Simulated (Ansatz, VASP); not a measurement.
# Two plane-wave programs on AlN

Contents of INCAR:

```
PREC = Accurate
ENCUT = 520
EDIFF = 1E-6
ISMEAR = 0
SIGMA = 0.05
LREAL = F
LASPH = T
NELM = 60
ALGO = Normal
ISIF = 2
LWAVE = F
LCHARG = F
GGA = PE
NBANDS = 16
```

File KPOINTS:

```
Automatic mesh
0
Gamma
  9 9 6
```

Contents of POSCAR:

```
AlN
1.0
    3.1892000000      0.0000000000      0.0000000000
   -1.5946000000      2.7619282177      0.0000000000
    0.0000000000      0.0000000000      4.4388000000
Al N
2 2
Direct
    0.3333333333      0.6666666667      0.7500000000
    0.6666666667      0.3333333333      0.2500000000
    0.3333333333      0.6666666667      0.2500000000
    0.6666666667      0.3333333333      0.7500000000
```

Input for Ansatz:

```yaml
crystal:
  lattice:
    - [3.1892, 0.0, 0.0]
    - [-1.5946, 2.7619282177, 0.0]
    - [0.0, 0.0, 4.4388]
  atoms:
    - { symbol: Al, position: [0.3333333333, 0.6666666667, 0.75] }
    - { symbol: Al, position: [0.6666666667, 0.3333333333, 0.25] }
    - { symbol: "N", position: [0.3333333333, 0.6666666667, 0.25] }
    - { symbol: "N", position: [0.6666666667, 0.3333333333, 0.75] }
basis:
  ecutwfc: 520.0
kpoints:
  mp_grid: { grid: [9, 9, 6] }
hamiltonian:
  xc: pbe
  pseudopotentials: { kind: paw, azcp: { folder: soft_1 } }
scf:
  occupations: { method: gaussian, width: 0.05 }
output:
  forces: true
  stress: true
  eigenvalues: true
```

Alike in both runs: task single point; functional PBE; k mesh 9 × 9 × 6; occupations gaussian, width 0.05 eV; no spin polarisation.

|  | VASP | Ansatz |
| --- | --- | --- |
| version | VASP 6.6.1 | Ansatz 0.2.0 |
| potentials or method | VASP PAW PBE potentials, release 64 (Al, N) | scalar-relativistic, plane waves, PAW |
| plane-wave cutoff (eV) | 520 | 520 |
| valence electrons in the cell | 16 | 16 |

```csv
,VASP,Ansatz,Ansatz less VASP
gap on the k mesh at the Fermi level (eV),3.21,3.20,-0.013
least direct gap on the mesh (eV),3.21,3.20,-0.013
pressure (GPa),9.8,10.0,+0.16
largest component of the traceless stress (GPa),12.99,13.06,+0.077
```

With one functional, cell and mesh, what is left measures potentials, basis and numerics.
